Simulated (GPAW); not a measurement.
Runs of GPAW 26.7.0 on Ag. Symmetry: Fm-3m, No. 225, cubic system. Conventional cell: a = 4.085 Å, b = 4.085 Å, c = 4.085 Å, α = 90.00°, β = 90.00°, γ = 90.00°. Ag (site symmetry m-3m) is surrounded by 12 Ag at 2.89 Å. 

```csv
task,level,potentials or basis,spin,U,band path,band points,spin axis theta (degrees),spin axis phi (degrees),eigensolver,pressure (GPa)
band structure,PW91,"PAW data sets generated in the run's folder for this functional, pw","SOC, no magnetisation",-,"GXWKGLUWLK,UX",100,90,0,-,(b)
band structure,LDA+U,"the program's PAW data sets (release 1.2.1) made for this functional, pw",off,Ag d U = 4 eV,"GXWKGLUWLK,UX",80,-,-,-,-5.4
band structure,revPBE,"the program's PAW data sets (release 1.2.1) made for this functional, pw","SOC, no magnetisation",-,"GXWKGLUWLK,UX",80,90,45,-,7.3
band structure,SCAN,"GPAW PAW data sets (gpaw-data 1.2.1), pw","SOC, no magnetisation",-,"GXWKGLUWLK,UX",80,54.7,45,-,(a)
band structure,LDA,"the program's PAW data sets (release 1.2.1) made for this functional, pw","SOC, no magnetisation",-,"GXWKGLUWLK,UX",80,54.7,45,-,-7.6
band structure,revTPSS,"GPAW PAW data sets (gpaw-data 1.2.1), pw","SOC, no magnetisation",-,"GXWKGLUWLK,UX",100,90,0,davidson,-3.6
```

Alike in all rows: cell as given; k mesh 11 × 11 × 11; cutoff (eV) 600; smearing fermi-dirac 0.05 eV.

**Question.** Fill in the values left out.

**Answer.** (a) 0.2; (b) 4.2.

Caveats: spin-orbit coupling was added after a scalar SCF, so levels and gaps hold it while energy, forces, pressure and moments don't (some runs); the PAW data sets were made with another functional, which shifts forces and pressure a little (some runs); U without spin polarisation on a metal has little footing (some runs); the U is typed as a test and isn't derived for this compound (some runs).

Runs at the PBE level aren't shown here.
